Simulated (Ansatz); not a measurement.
The system is Cd.

```
Cd
1.0
     1.60803    0.92840    2.44929
    -1.60803    0.92840    2.44929
     0.00000   -1.85679    2.44929
Cd
1
Direct
  0.00000 0.00000 0.00000
```

This isn't the form of Cd at room conditions, which is hcp.

* Program: Ansatz 0.2.0
* Task: relaxation of cell and atoms
* Functional: PBE
* Potentials or basis: all-electron LAPW, relativistic spinors
* Basis error allowed: 0.001 eV/atom
* k mesh: 8 × 8 × 8
* Occupations: cold, width 0.025 eV
* Spin: non-collinear spin, ferromagnetic start, spin-orbit coupling
* Starting moments: [[0.289, 0.289, 0.289]] μB

At the start: volume 21.94 Å³/atom.

How do energy, volume and symmetry change on relaxing?

Over 4 steps the energy falls by 5.5 meV/atom and the volume is 22.83 Å³/atom (+4.1 %); space group R-3m (No. 166, to 0.05 Å); moment 0.00 μB per cell.

Step by step:
```tsv
step	energy change (eV)	largest force (eV/Å)	volume (Å³)
1	0.0000	0.0000	21.94
2	-0.0054	0.0000	22.83
3	-0.0055	0.0000	22.83
4	-0.0055	0.0000	22.83
```

Final structure:
```
Cd
1.0
     1.63510    0.94403    2.46485
    -1.63510    0.94403    2.46485
     0.00000   -1.88805    2.46485
Cd
1
Direct
  0.00000 0.00000 0.00000
```

Caveat: the starting moments weren't kept.
